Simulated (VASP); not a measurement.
## Te2Mo: single point with LDA

Sheet: Te2Mo, a sheet with vacuum.

```
Mo Te
1.0
     3.51820    0.00000    0.00000
    -1.75910    3.04685    0.00000
     0.00000    0.00000   18.00000
Mo Te
1 2
Direct
  0.00000 0.00000 0.50000
  0.33333 0.66667 0.59961
  0.33333 0.66667 0.40039
```

* Program: VASP 6.6.1
* Task: single point
* Functional: LDA
* Potentials or basis: VASP PAW LDA potentials, release 64 (Mo_sv, Te)
* Cutoff: 520 eV
* k mesh: 12 × 12 × 1
* Occupations: gaussian, width 0.03 eV
* Spin: non-collinear spin, zero start, spin-orbit coupling
* Starting moments: [[0.0, 0.0, 0.0], [0.0, 0.0, 0.0], [0.0, 0.0, 0.0]] μB
* Dipole correction: no
* Further INCAR settings: ALGO = Normal; EDIFF = 1e-06; NBANDS = 39

* Largest force: 0.183 eV/Å
* Net moment: 0.00 μB per cell
* Valence electrons inside the program's atomic spheres: Mo 12.42; Te 3.45

Forces in eV/Å, atoms in the order of the input:
```
Mo   0.000  0.000  0.000
Te   0.000  0.000 -0.183
Te   0.000  0.000  0.183
```

Moments on the atoms (μB; x, y, z):
```
Mo  0.00 0.00 0.00
Te  0.00 0.00 0.00
Te  0.00 0.00 0.00
```

Run time: 9.5 min on 1 thread of Intel(R) Xeon(R) 6975P-C (Granite Rapids) (shared host), peak memory 0.77 GiB.
